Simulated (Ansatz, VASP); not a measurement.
**MgO: VASP beside Ansatz**

Contents of INCAR:

```
PREC = Accurate
ENCUT = 520
EDIFF = 1E-6
ISMEAR = 0
SIGMA = 0.02
LREAL = F
LASPH = T
NELM = 100
ALGO = Normal
ISIF = 2
LWAVE = F
LCHARG = F
GGA = PS
NBANDS = 16
```

KPOINTS

```
regular mesh
0
Gamma
  9 9 6
```

Contents of POSCAR:

```
MgO
1.0
    3.2353464515      0.0000000000      0.0000000000
   -1.6176732258      2.8018922170      0.0000000000
    0.0000000000      0.0000000000      4.9484997865
Mg O
2 2
Direct
    0.3333333300      0.6666666700      0.0222284486
    0.6666666700      0.3333333300      0.5222284486
    0.3333333300      0.6666666700      0.3823715514
    0.6666666700      0.3333333300      0.8823715514
```

Input for Ansatz:

```yaml
crystal:
  lattice:
    - [3.2353464515, 0.0, 0.0]
    - [-1.6176732258, 2.801892217, 0.0]
    - [0.0, 0.0, 4.9484997865]
  atoms:
    - { symbol: Mg, position: [0.33333333, 0.66666667, 0.0222284486] }
    - { symbol: Mg, position: [0.66666667, 0.33333333, 0.5222284486] }
    - { symbol: O, position: [0.33333333, 0.66666667, 0.3823715514] }
    - { symbol: O, position: [0.66666667, 0.33333333, 0.8823715514] }
basis:
  ecutwfc: 420
kpoints:
  mp_grid: { grid: [9, 9, 6] }
hamiltonian:
  xc: pbesol
scf:
  occupations: { method: gaussian, width: 0.02 }
output:
  forces: true
  stress: true
  eigenvalues: true
  populations: true
```

Alike in both runs: task single point; functional PBEsol; k mesh 9 × 9 × 6; occupations gaussian, width 0.02 eV; no spin polarisation.

```csv
,VASP,Ansatz
version,VASP 6.6.1,Ansatz 0.2.0
potentials or method,"VASP PAW PBE potentials, release 64 (Mg, O)","scalar-relativistic, plane waves, PAW"
plane-wave cutoff (eV),520,420
valence electrons in the cell,16,32
```

Ansatz gave:

```
gap on the k mesh at the Fermi level (eV)       : 3.89
least direct gap on the mesh (eV)               : 3.89
pressure (GPa)                                  : 11.9
largest component of the traceless stress (GPa) : 20.54
rms of the force components (eV/Å)              : 1.439
```

**Question.** What did VASP give for the same quantities?

**Answer.** gap on the k mesh at the Fermi level (eV): 3.90; least direct gap on the mesh (eV): 3.90; pressure (GPa): 11.9; largest component of the traceless stress (GPa): 21.09; rms of the force components (eV/Å): 1.475.

Atom by atom the forces differ by 0.035 eV/Å (rms over components). The two sets of potentials don't hold the same shells in valence.

Caveats: the PAW data sets were made with another functional, which shifts forces and pressure a little (VASP); an odd mesh through Γ misses points on the zone boundary, where band edges often lie.
